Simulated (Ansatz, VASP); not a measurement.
# Cross-check of Al2O3 between VASP and Ansatz, part 2 of 2

Wanted: the spread between two codes on one cell, functional and k mesh. The cell is taken from a series of runs on this material, whose earlier steps may have relaxed, scaled, displaced or heated it; both programs get it as it stands.

VASP 6.6.1 and Ansatz 0.2.0.

So far. Step 2 (Ansatz: single point, PBEsol, pair 1): The run ends at a pressure of -2.59 GPa, with forces up to 0.17 eV/Å. Step 3 (VASP: single point, PBEsol, pair 1): The run ends at a pressure of -2.60 GPa, with forces up to 0.17 eV/Å.

## Step 5: VASP: single point, PBEsol, pair 2

Level of this step: PBEsol; plane waves and PAW (Al, O) (VASP).

With cell and atoms fixed, the geometry can't cause a difference; cores, projectors, grids and the points listed under the comparison can.

Contents of INCAR:

```
SYSTEM = Al2O3
PREC = Accurate
ENCUT = 520
EDIFF = 1E-06
NELM = 120
ISMEAR = 0
SIGMA = 0.01
LREAL = .FALSE.
ALGO = Normal
GGA = PS
NBANDS = 34
LORBIT = 11
LWAVE = .FALSE.
LCHARG = .FALSE.
ISIF = 2
LASPH = .TRUE.
GGA_COMPAT = .FALSE.
EFERMI = MIDGAP
KPAR = 2
```

Contents of POSCAR:

```
Al2O3
1.0
    4.6137770000      0.0000000000      0.0000000000
    0.0000000000      9.5632790000      0.0000000000
    0.0000000000      0.0000000000      3.1198620000
Al O
4 6
Direct
    0.0637890652      0.8277139045      0.0000000000
    0.9362109348      0.1722860955      0.0000000000
    0.5637890652      0.6722860955      0.5000000000
    0.4362109348      0.3277139045      0.5000000000
    0.5000000000      0.5000000000      0.5000000000
    0.2316015511      0.7720498588      0.5000000000
    0.2683984489      0.2720498588      0.0000000000
    0.7316015511      0.7279501412      0.0000000000
    0.0000000000      0.0000000000      0.0000000000
    0.7683984489      0.2279501412      0.5000000000
```

Contents of KPOINTS:

```
Automatic mesh
0
Gamma
5 3 7
0 0 0
```

Potentials, in the order of the species: Al and O (PBE family, release 64).

Started as:

```sh
$ mpirun -np 2 vasp_std
```

Numbers of over 12 decimals in the logs are rounded to 6 here.

What it wrote:

```text
[banner, memory and clock lines left out]
running    2 mpi-ranks, on    1 nodes
[...]
[... a notice as in an earlier step ...]

 LDA part: xc-table for (Slater+PW92), standard interpolation
 POSCAR, INCAR and KPOINTS ok, starting setup
[...]
entering main loop
       N       E                     dE             d eps       ncg     rms          rms(c)
DAV:   1     0.256306002169E+03    0.25631E+03   -0.22956E+04  1632   0.126E+03
DAV:   2    -0.662244578546E+02   -0.32253E+03   -0.30660E+03  2178   0.276E+02
DAV:   3    -0.877531152715E+02   -0.21529E+02   -0.21408E+02  2024   0.766E+01
DAV:   4    -0.880021223456E+02   -0.24901E+00   -0.24879E+00  1968   0.928E+00
[...]
DAV:  13    -0.768489189648E+02   -0.79054E-04   -0.15074E-04  1730   0.653E-02    0.159E-02
DAV:  14    -0.768489298416E+02   -0.10877E-04   -0.37570E-05  1886   0.322E-02    0.243E-03
DAV:  15    -0.768489302616E+02   -0.41998E-06   -0.93519E-07  1364   0.569E-03
   1 F= -.76848930E+02 E0= -.76848930E+02  d E =0.000000E+00
```

Parts of OUTCAR (step 5):

```text
  Total       -0.0695589      2.2247896     -6.2510721      0.0000000      0.0000000      0.0000000
  in kB       -0.8095892     25.8940938    -72.7555758      0.0000000      0.0000000      0.0000000
  external PRESSURE =     -15.8903571 kB  Pullay stress =       0.0000000 kB

 POSITION                                       TOTAL-FORCE (eV/Angst)
 -----------------------------------------------------------------------------------
      0.29431      7.91566      0.00000         0.013900     -0.050713      0.000000
      4.31947      1.64762      0.00000        -0.013900      0.050713      0.000000
      2.60120      6.42926      1.55993         0.013900      0.050713      0.000000
      2.01258      3.13402      1.55993        -0.013900     -0.050713      0.000000
      2.30689      4.78164      1.55993        -0.000000      0.000000      0.000000
      1.06856      7.38333      1.55993        -0.000439      0.000508      0.000000
      1.23833      2.60169      0.00000         0.000439      0.000508      0.000000
      3.37545      6.96159      0.00000        -0.000439     -0.000508      0.000000
      0.00000      0.00000      0.00000        -0.000000      0.000000      0.000000
      3.54522      2.17995      1.55993         0.000439     -0.000508      0.000000
 -----------------------------------------------------------------------------------
    total drift:                                0.000000      0.000000     -0.000000

  FREE ENERGIE OF THE ION-ELECTRON SYSTEM (eV)
  ---------------------------------------------------
  free  energy   TOTEN  =       -76.8489302616 eV

  energy  without entropy=      -76.8489302616  energy(sigma->0) =      -76.84893026

[... 1 part as in an earlier step ...]

[... 2 further parts left out ...]
[key lines of the parts left out:]
E-fermi :   3.4685
```

The run ends at a pressure of -1.59 GPa, with forces up to 0.053 eV/Å.

## Step 6: Ansatz: single point, PBEsol, pair 2

The same cell, functional and mesh now go to Ansatz, which takes its cutoff from its data sets.

The cell is taken from a series of runs on this material, whose earlier steps may have relaxed, scaled, displaced or heated it; both programs get it as it stands.

Contents of input.yaml:

```yaml
crystal:
  lattice:
    - [4.613777, 0.0, 0.0]
    - [0.0, 9.563279, 0.0]
    - [0.0, 0.0, 3.119862]
  atoms:
    - { symbol: Al, position: [1.0637890652, 0.8277139045, 0.0] }
    - { symbol: Al, position: [-0.0637890652, 0.1722860955, 0.0] }
    - { symbol: Al, position: [0.5637890652, 0.6722860955, 0.5] }
    - { symbol: Al, position: [0.4362109348, 0.3277139045, 0.5] }
    - { symbol: O, position: [0.5, 0.5, 0.5] }
    - { symbol: O, position: [0.2316015511, 0.7720498588, 0.5] }
    - { symbol: O, position: [0.2683984489, 0.2720498588, 0.0] }
    - { symbol: O, position: [0.7316015511, 0.7279501412, 0.0] }
    - { symbol: O, position: [0.0, 0.0, 0.0] }
    - { symbol: O, position: [0.7683984489, 0.2279501412, 0.5] }
kpoints:
  mp_grid: { grid: [5, 3, 7] }
scf:
  occupations: { method: fixed }
hamiltonian:
  xc: pbesol
output:
  forces: false
  stress: false
  efg: { quadrupole_moments_barn: { Al: 0.1466, O: -0.02558 } }
  write_density: true
  write_potential: true
  elf: true
  volumetric_format: npy
```

Started as:

```sh
$ ansatz run input.yaml --threads 4 --pin off --max-ram 8192MiB --backend cpu --events-out ev --progress --plain --runs-dir out
```

What it wrote:

```text
[...]
Crystal: 10 atoms, lattice volume = 137.657 Å³
Basis set: ecut = 420 eV, 2707 PW (Γ)
Bands: 34, of which v1, the nominal top of the filled ones, is band 24 counted from 1 (23 counted from 0)
Symmetry: 8 space group operations
[...]
k-points: 24 of 105
[...]
--- Band table (eV; the first three rows and the last of 24) ---
  k-point 0: bands = [... 20 lower, 1.6549, 2.4149, 2.6785, 2.7545, 6.1380, 7.6317, 8.7925, 9.2709, ... 6 higher]
  k-point 1: bands = [... 20 lower, 1.7377, 2.3205, 2.3906, 2.4796, 6.8548, 8.1658, 9.3977, 9.5306, ... 6 higher]
  k-point 2: bands = [... 20 lower, 1.8006, 1.9134, 1.9670, 2.3039, 8.3397, 9.1525, 9.7827, 10.5495, ... 6 higher]
  k-point 23: bands = [... 20 lower, 1.4957, 1.5751, 2.0683, 2.1431, 9.9613, 9.9916, 10.5576, 10.7845, ... 6 higher]
[key lines of the parts left out:]
SCF converged after 7 iterations
Free energy (F): -5477.048531 eV
Fermi energy:    2.754484 eV
```

## Step 7: Comparison

What differs besides the data sets and the points named for the pairs above, as far as they apply: fixed occupations in Ansatz, narrow Gaussian smearing in VASP; the cutoff is 420 eV in Ansatz and 520 eV in VASP. Total energies have different zeros and are not compared.

Both answers:

| quantity | Ansatz | VASP | difference |
| --- | --- | --- | --- |
| gap on the k mesh (eV) | 3.383 | 3.375 | +0.008 |

A gap on the mesh is an upper bound, since the band edges may lie between its points.

## Step 8: Summary of results

* r.m.s. force difference (single point, PBEsol, pair 1): 19 meV/Å
* difference in gap on the k mesh (single point, PBEsol, pair 2): 0.0084 eV

The r.m.s. force difference is 19 meV/Å (single point, PBEsol, pair 1), beyond the 12 meV/Å picked in this series as the mark of a large difference. What causes the difference of the single point, PBEsol, pair 1 pair stays open here. 1 further run of this series is not shown here. Such differences can come from data sets, numerical settings and the points named under the comparisons, not from the functional's error against experiment.

[Lines on the potential files, build, host, timing and source positions are cut from VASP's logs without a mark.]

[Logs are printed without paths, hosts, clocks, repeated set-up lines and the standing remarks that a program may print on its own settings, such as how far it seeks lower states.]

[Hosts, paths, dates, database ids (printed as entryN), source tags and the programs' standing remarks are cut or masked in the printed files.]
